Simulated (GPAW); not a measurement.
A run of GPAW 26.7.0 is set up as follows.

File run.py:

```python
import numpy as np
from ase import Atoms
from ase.dft.bandgap import bandgap
from ase.io import write
from gpaw import GPAW, PW
from gpaw.spinorbit import soc_eigenstates

atoms = Atoms(['Ga', 'P'],
              cell=[[0.0, 2.72525, 2.72525],
                    [2.72525, 0.0, 2.72525],
                    [2.72525, 2.72525, 0.0]],
              scaled_positions=[[0.0, 0.0, 0.0],
                                [0.75, 0.75, 0.75]],
              pbc=True)

calc = GPAW(mode=PW(600),
            xc={'name': 'vdW-DF2', 'backend': 'libvdwxc'},
            kpts={'size': (8, 8, 8), 'gamma': True},
            occupations={'name': 'fermi-dirac', 'width': 0.05},
            nbands=11,
            convergence={'density': 1e-05, 'energy': 1e-05},
            maxiter=150,
            txt='gpaw.txt')
atoms.calc = calc
energy = atoms.get_potential_energy()
forces = atoms.get_forces()
calc.write('gs.gpw')
write('result.traj', atoms)
print(f'Energy: {energy:.6f} eV')
print('Forces (eV/A):')
print(forces.round(4))
print('Fermi level:', round(calc.get_fermi_level(), 4), 'eV')
print(f'Gap: {bandgap(calc)[0]:.4f} eV, direct: {bandgap(calc, direct=True)[0]:.4f} eV')

path = atoms.cell.bandpath('GXWKGLUWLK,UX', npoints=60, eps=1e-4)
bs_calc = calc.fixed_density(kpts=path, symmetry='off', nbands=21,
                             convergence={'bands': 'CBM+6.0', 'eigenstates': 1e-6}, txt='bands.txt')
bs = bs_calc.band_structure()
bs.write('bs.json')
print(f'Gap on the path: {bandgap(bs_calc)[0]:.4f} eV')

soc = soc_eigenstates(bs_calc, theta=54.7, phi=45)
np.savetxt('soc_bands.dat', soc.eigenvalues(), fmt='%.4f')
mesh = soc_eigenstates('gs.gpw', theta=54.7, phi=45)
np.savetxt('soc_mesh.dat', mesh.eigenvalues(), fmt='%.4f')
print('Fermi level with spin-orbit coupling:', round(mesh.fermi_level, 4), 'eV')
```

Potentials or basis: GPAW PAW data sets (gpaw-data 1.2.1), pw.

The run is started by

```sh
$ OMP_NUM_THREADS=1 python run.py
```

Problem. Estimate the band gap along the path.

Solution. 1.70 eV, indirect (least direct gap 1.75 eV).

Problem. Predict the band gap on the k mesh.

Solution. 1.70 eV, indirect (least direct gap 1.75 eV).

Levels at the corners of the path, in eV from the valence-band top:
```
point  band 5  band 6  band 7  band 8  band 9  band 10  band 11  band 12
    Γ    0.00    0.00    0.00    0.00    1.75     1.75     3.89     3.89
    X   -2.64   -2.64   -2.61   -2.61    1.82     1.82     1.94     1.94
    W   -3.52   -3.49   -3.35   -3.30    4.82     4.83     4.86     4.89
    K   -3.85   -3.83   -2.21   -2.21    2.32     2.33     4.88     4.89
    Γ    0.00    0.00    0.00    0.00    1.75     1.75     3.89     3.89
    L   -1.15   -1.15   -1.08   -1.08    1.70     1.70     4.83     4.83
    U   -3.85   -3.83   -2.21   -2.21    2.32     2.33     4.88     4.89
    W   -3.52   -3.49   -3.35   -3.30    4.82     4.83     4.86     4.89
    L   -1.15   -1.15   -1.08   -1.08    1.70     1.70     4.83     4.83
    K   -3.85   -3.83   -2.21   -2.21    2.32     2.33     4.88     4.89
    U   -3.85   -3.83   -2.21   -2.21    2.32     2.33     4.88     4.89
    X   -2.64   -2.64   -2.61   -2.61    1.82     1.82     1.94     1.94
```

Caveat: spin-orbit coupling was added after a scalar SCF, so levels and gaps hold it while energy, forces, pressure and moments don't; this program's spin-orbit splittings come out too wide for heavy elements; the PAW data sets were made with another functional, which shifts forces and pressure a little.

**Measured values to compare with.**

“Stacking defects in GaP nanowires: Electronic structure and optical properties”, 2018, arxiv:1810.01194 quotes, for a bulk crystal of GaP at 10 K: band gap 2.34 eV (indirect).

Measured gap of GaP: 2.34 eV (indirect; 10 K; quoted in “Stacking defects in GaP nanowires: Electronic structure and optical properties”, 2018, arxiv:1810.01194). This calculation gives 1.70 eV (-0.64 eV). The value is that of vdW-DF2, without temperature or zero-point motion.
